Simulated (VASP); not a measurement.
Here is a VASP 6.6.1 calculation.

File INCAR:

```
  AGGAC = 1.0
  AGGAX = 1.0
  ALDAC = 0.0
  ALDAX = 1.0
  ALGO = Normal
  EDIFF = 1E-6
  ENCUT = 520
  GGA = B5
  ISIF = 2
  ISMEAR = -1
  LASPH = T
  LCHARG = F
  LREAL = F
  LWAVE = F
  NBANDS = 20
  NELM = 60
  PREC = Accurate
  SIGMA = 0.1
```

KPOINTS

```
k-points
0
Gamma
  9 9 9
```

File POSCAR:

```
In
1.0
    0.0000000000      3.5884038035      3.5884038035
    3.5884038035      0.0000000000      3.5884038035
    3.5884038035      3.5884038035      0.0000000000
In
2
Direct
    0.1250000000      0.1250000000      0.1250000000
    0.8750000000      0.8750000000      0.8750000000
```

Potentials or basis: VASP PAW PBE potentials, release 64 (In_d).

Command:

```sh
$ cat potpaw_PBE.64/In_d/POTCAR > POTCAR
$ mpirun -np 1 vasp_std > vasp.out
```

Task: Estimate the band gap on the k mesh.

Result: None (metal or under the smearing width).

Task: Predict the pressure.

Result: -0.9 GPa.

Caveat: the PAW data sets were made with another functional, which shifts forces and pressure a little.
